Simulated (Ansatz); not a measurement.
`NCC(F)(F)F` + H–F → `NCF` + `FC(F)F`  (substitution at a C–C bond)

Computed with Ansatz on PBE0-D4/def2-TZVP structures; ΔE is electronic, products minus reactants. CCSD(T)/CBS adds triple-zeta CCSD(T) − MP2 to the extrapolated MP2 energy (def2 sets, frozen cores). This one scheme is used for every species. DFT in def2-TZVPP. B3LYP here is the variant with VWN-RPA as its local correlation; programs differ in this. HSE06 is defined as in plane-wave codes. One conformer a species, not always the lowest.

`NCC(F)(F)F`:

Z-matrix (Å, degrees):
```
C
C 1 1.511
N 1 1.442 2 110.4
H 1 1.099 2 106.3 3 -126.4
H 1 1.092 2 106.5 3 119.0
F 2 1.332 1 112.9 3 -62.8
F 2 1.343 1 111.2 3 58.0
F 2 1.341 1 110.4 3 176.9
H 3 1.009 1 111.1 2 165.6
H 3 1.011 1 111.3 2 -73.8
```

H–F:

```xyz
2

F    -0.205   -0.271   -0.310
H     0.205    0.271    0.310
```

`NCF`:

```xyz
7

N     0.872    0.158    0.113
C    -0.463    0.023   -0.295
F    -1.284   -0.605    0.657
H     0.974    0.740    0.932
H     1.327   -0.731    0.267
H    -0.904    1.005   -0.476
H    -0.521   -0.590   -1.197
```

`FC(F)F`:

Cartesian coordinates in Å:
```
F -1.306 0.083 -0.088
C 0.021 0.054 0.018
F 0.354 -0.886 0.900
F 0.532 -0.278 -1.166
H 0.399 1.028 0.336
```

```csv
level,ΔE (kcal/mol),difference from CCSD(T)/CBS
revPBE-D4,4.9,-3.4
BLYP-D4,2.5,-5.8
B3LYP-D4,3.8,-4.5
r2SCAN0-D4,6.2,-2.1
ωB97X-V,5.2,-3.1
ωB97M-V,6.1,-2.2
HSE06,4.7,-3.6
HF/def2-QZVPP,2.5,-5.8
SCS-MP2/def2-QZVPP,7.1,-1.2
MP2/CBS(def2),9.4,1.1
CCSD(T)/CBS,8.3,0
```

Task: What do rigid-rotor, harmonic-oscillator terms from PBE0-D4/def2-TZVP frequencies (298.15 K, 1 bar) make of the CCSD(T)/CBS value? (Best estimate.)

Result: Computed: ΔZPE = +2.1 kcal/mol, ΔH = +9.6 kcal/mol, ΔS = 20 J/(mol·K), ΔG = +8.1 kcal/mol.

Largest T1 diagnostic among the species: 0.012.

Leaving LDA and LC-ωPBE aside and taking each functional with its dispersion term where it has one, the values, not all of them listed here, spread over 4.3 kcal/mol, from BLYP-D4 to PBE-QIDH. LDA lies +3.3 kcal/mol from PBE without D4. From PBE to PBE0 (25 % exact exchange), in def2-TZVPP and without D4, ΔE moves by +1.8 kcal/mol.

CCSD(T)/CBS has its own doubt, a few kJ/mol and more with outer-core shells, so smaller differences from it don't rank the levels.
